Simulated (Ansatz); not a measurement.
## Al (hcp type) under strong compression

```yaml
crystal:
  lattice:
    - [2.85492, 0.00000, 0.00000]
    - [-1.42746, 2.47243, 0.00000]
    - [0.00000, 0.00000, 4.71852]
  atoms:
    - { symbol: Al, position: [0.33333, 0.66667, 0.25000] }
    - { symbol: Al, position: [0.66667, 0.33333, 0.75000] }
```

The cell comes from a relaxation on PAW files under the same functional, begun from a prototype that needn't be the stable phase.

Its volume is scaled, and at each volume shape and atoms are relaxed on PAW files; all methods then take that cell.

Level of theory: DFT with PBE, scalar-relativistic, in Ansatz 0.2.0; a Γ-centred 15×15×8 k mesh, Fermi–Dirac smearing of 0.08 eV, no spin polarisation. LAPW: all electrons, basis error target 1 meV/atom; PAW: frozen-core files, cutoff 420 eV; crystal datasets: all electrons, by PAW datasets that the program makes for each cell; norm-conserving: pseudopotentials, cutoff 544 eV; PAW (cutoff 800 eV): frozen-core files, cutoff 800 eV.

Energies are extrapolated to zero smearing and count from the unscaled cell; pressure is positive in compression; gaps take the mesh and a band path. No temperature or zero-point motion is included.

```
V/V0  V (Å³/atom)  P LAPW (GPa)  ΔE LAPW (eV/atom)  P PAW − LAPW (GPa)  ΔE PAW − LAPW (meV/atom)  space group  shortest distance (Å)
1.00        16.65          0.01              0.000                0.00                       0.0     P6_3/mmc                  2.855
0.95        15.82          4.27              0.010                0.01                       0.0     P6_3/mmc                  2.810
0.85        14.16         17.25              0.116                0.05                       0.4     P6_3/mmc                  2.709
0.75        12.49          39.8              0.401                0.16                       1.4     P6_3/mmc                  2.599
0.65        10.82          80.0              1.003                0.39                       4.2     P6_3/mmc                  2.482
0.55         9.16             ?              2.182                0.80                      10.3     P6_3/mmc                  2.346
0.45         7.49         307.8              4.492                1.03                      20.5     P6_3/mmc                  2.190
0.40         6.66         443.3                  ?                0.37                      24.6     P6_3/mmc                  2.105
```

Give the missing entry: row "0.40", column "ΔE LAPW (eV/atom)".

6.418.

Fill in "P LAPW (GPa)" for the row "0.55".

155.4.

Fit the Vinet equation to the LAPW pressures over the whole range, with residuals weighted by 1/(|P| + 0.03·Pmax).

V0 = 16.66 Å³/atom, B0 = 72.4 GPa and B0′ = 4.62, and the fit misses no point by more than 2.5 GPa. A fit over so wide a range pins B0 less well than one near rest.

At the smallest volume, how far do crystal datasets and norm-conserving and PAW (cutoff 800 eV) lie from LAPW in pressure?

crystal datasets: 0.00 GPa; norm-conserving: -6.52 GPa; PAW (cutoff 800 eV): +0.24 GPa, on a LAPW pressure of 443.3 GPa.

How do the Löwdin populations by LAPW change from the unscaled cell to the last row?

Al 2s 1.98 → 1.92, Al 3s 0.98 → 0.68, Al 3p 2.00 → 2.35 electrons an atom. These are projections on the shells that the free atoms fill; 0.09 e a cell lies outside them at the start and 0.15 e at the end.
